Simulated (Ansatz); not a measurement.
A (100) slab of AlRu (Pm-3m (No. 221)), 8 planes, outer planes Al (top) and Ru (bottom), with 8 atoms (Al4Ru4) in a surface cell of A = 9.025 Å², as cut from the bulk:

```yaml
crystal:
  lattice:
    - [3.00408, 0.00000, 0.00000]
    - [0.00000, 3.00408, 0.00000]
    - [0.00000, 0.00000, 25.51430]
  atoms:
    - { symbol: Ru, position: [0.50000, 0.50000, 0.29395] }
    - { symbol: Al, position: [0.00000, 0.00000, 0.35282] }
    - { symbol: Ru, position: [0.50000, 0.50000, 0.41169] }
    - { symbol: Al, position: [0.00000, 0.00000, 0.47056] }
    - { symbol: Ru, position: [0.50000, 0.50000, 0.52944] }
    - { symbol: Al, position: [0.00000, 0.00000, 0.58831] }
    - { symbol: Ru, position: [0.50000, 0.50000, 0.64718] }
    - { symbol: Al, position: [0.00000, 0.00000, 0.70605] }
```

The calculation used DFT PBE, scalar-relativistic, plane waves, PAW in Ansatz. Cutoff 420 eV; k points 12×12×1 on the computed 8-atom cell (Γ-centred); Gaussian smearing, width 0.10 eV; no spin polarisation. A dipole correction removes the field between periodic images along c.

Against the same 8 atoms in the bulk, the slab as cut lies 3.215 eV higher and the relaxed slab 2.958 eV higher.

(1) Work out the surface energy before and after relaxation.

(2) What is the ideal work of this cut, per area?

Answers

(1) The slab has two faces, so γ = (E_slab − N·E_bulk)/(2A), the mean of both. As cut: 3.215/(2 × 9.025) = 0.1781 eV/Å², and 1 eV/Å² = 16.02 J/m², so γ = 2.85 J/m². Relaxed: 2.958/(2 × 9.025) = 0.1639 eV/Å² = 2.63 J/m². Relaxation recovers 8 % of the cost of cutting.

(2) Griffith's ideal work is 2γ: 5.71 J/m² if the new faces stay rigid, 5.25 J/m² if they relax. One thickness was run, 8 planes, so γ can still shift with it.